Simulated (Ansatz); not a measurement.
## Rh: an elastic constant from a strain scan

Theory: Ansatz, DFT PBE, scalar-relativistic, plane waves, PAW. The runs took a 420 eV cutoff, a Γ-centred 24×24×14 mesh and Gaussian smearing (0.15 eV). No spin polarisation. Energies are free energies at this smearing, counted from the undisturbed cell; pressure is positive in compression.

Zero of the scan (relaxed at this level; with this scan's settings it stands at 0.1 GPa; this form isn't the usual structure):

```yaml
crystal:
  lattice:
    - [2.72479, 0.00000, 0.00000]
    - [-1.36239, 2.35974, 0.00000]
    - [0.00000, 0.00000, 4.38484]
  atoms:
    - { symbol: Rh, position: [0.66667, 0.33333, 0.75000] }
    - { symbol: Rh, position: [0.33333, 0.66667, 0.25000] }
```

The cell is strained by ε times the Voigt pattern (1, 1, 0, 0, 0, 0) (xx, yy, zz, yz, xz, xy; engineering shear) with fractional coordinates fixed. The cell holds 2 atoms in V0 = 28.19 Å³. The stress column is τ = (1/V0) dE/dε, got from the stress tensor σ (compression positive) at each point as −det(1 + εP) σ : P(1 + εP)⁻¹, with P the pattern as a tensor.

| ε | ΔE (meV/atom) | τ (GPa) |
| --- | --- | --- |
| -0.0600 | 232.028 | -98.830 |
| -0.0450 | 122.711 | -67.688 |
| -0.0300 | 51.289 | -41.272 |
| -0.0150 | 12.019 | -18.855 |
| 0.0000 | 0.000 | 0.100 |
| 0.0150 | 10.963 | 16.039 |
| 0.0300 | 41.189 | 29.357 |
| 0.0450 | 87.458 | 40.408 |
| 0.0525 | 115.726 | 45.184 |
| 0.0600 | ? | ? |

Task: Which combination of elastic constants does this scan measure, and how large is it?

Result: For small ε, τ = τ0 + Kε with K = pᵀCp, which for this pattern is C11 + C22 + 2 C12 in the Cartesian frame shown. The parabola through τ at ε = -0.0150, 0 and 0.0150 has slope K = 1163 GPa at zero. The energies per cell, E = NΔE, of the same two points give K = 2[E(ε₊)/ε₊ − E(ε₋)/ε₋]/[(ε₊ − ε₋)V0] = 1161 GPa, in agreement.

Task: Predict the withheld row at ε = 0.0600 from the harmonic law, and compare.

Result: ΔE = V0(τ0 ε + Kε²/2)/N = 184.740 meV/atom and τ = 69.89 GPa. The calculation gives 146.992 meV/atom and 49.51 GPa: the energy lies 20 % below the harmonic value, as bonds soften when stretched.

In a metal these slopes depend on the k mesh and the smearing.

Cost: 10 runs of about 1.5 core-minutes in all, on Intel Xeon Gold 6455B (Sapphire Rapids) (shared hosts).